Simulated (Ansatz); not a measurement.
# Ge: the cost of one run

Code: Ansatz 0.2.0. PAW datasets, plane waves. Computed at 0 K without zero-point motion; spin polarisation is off.

## (1) The structure to begin with

The unstrained cell was relaxed with r2SCAN; in each strained cell the atoms were relaxed again with r2SCAN. Names of k-points are those of the unstrained zone, where strain can split equivalent points. First state: no strain.

Space group P6_3/mmc (No. 194), hexagonal; conventional cell a = 3.998 Å, c = 6.593 Å, 22.81 Å³ an atom. Near Ge stand 4 Ge at 2.45–2.47 Å.

As a file:

```
CELL_PARAMETERS angstrom
3.99762 0.00000 0.00000
-1.99881 3.46204 0.00000
0.00000 0.00000 6.59282
ATOMIC_POSITIONS crystal
Ge 0.33333 0.66667 0.00037
Ge 0.66667 0.33333 0.50037
Ge 0.33333 0.66667 0.37463
Ge 0.66667 0.33333 0.87463
```

## (2) No strain: PBE

The input, input.yaml:

```yaml
crystal:
  lattice:
    - [3.9976152111, 0.0, 0.0]
    - [-1.9988076055, 3.4620363274, 0.0]
    - [0.0, 0.0, 6.5928195154]
  atoms:
    - { symbol: Ge, position: [0.3333333333, 0.6666666667, 0.000369599] }
    - { symbol: Ge, position: [0.6666666667, 0.3333333333, 0.500369599] }
    - { symbol: Ge, position: [0.3333333333, 0.6666666667, 0.374630401] }
    - { symbol: Ge, position: [0.6666666667, 0.3333333333, 0.874630401] }
kpoints:
  mp_grid: { grid: [12, 12, 4] }
  band_path:
    path:
      - [0.0, 0.0, 0.0]
      - [0.5, 0.0, 0.0]
      - [0.3333333333, 0.3333333333, 0.0]
      - [0.0, 0.0, 0.5]
      - [0.5, 0.0, 0.5]
      - [0.3333333333, 0.3333333333, 0.5]
      - [0.0, 0.0, -0.019002]
      - [-0.000977, 0.0, 0.144531]
    npoints: 1
hamiltonian:
  xc: pbe
scf:
  occupations: { method: fermi_dirac, width: 0.02 }
  n_extra_bands: 5
output:
  forces: true
  stress: true
  eigenvalues: true
```

The run is started by

```sh
$ ansatz run input.yaml --threads 2 --pin off --max-ram 29491MiB --backend cpu --events-out ev --progress --plain --runs-dir out
```

**Question.** How long does this run take on 2 threads of AMD EPYC 7R13 (Zen 3), shared host, and how much memory does it need?

About 3.4 s, with a peak of 0.56 GiB.
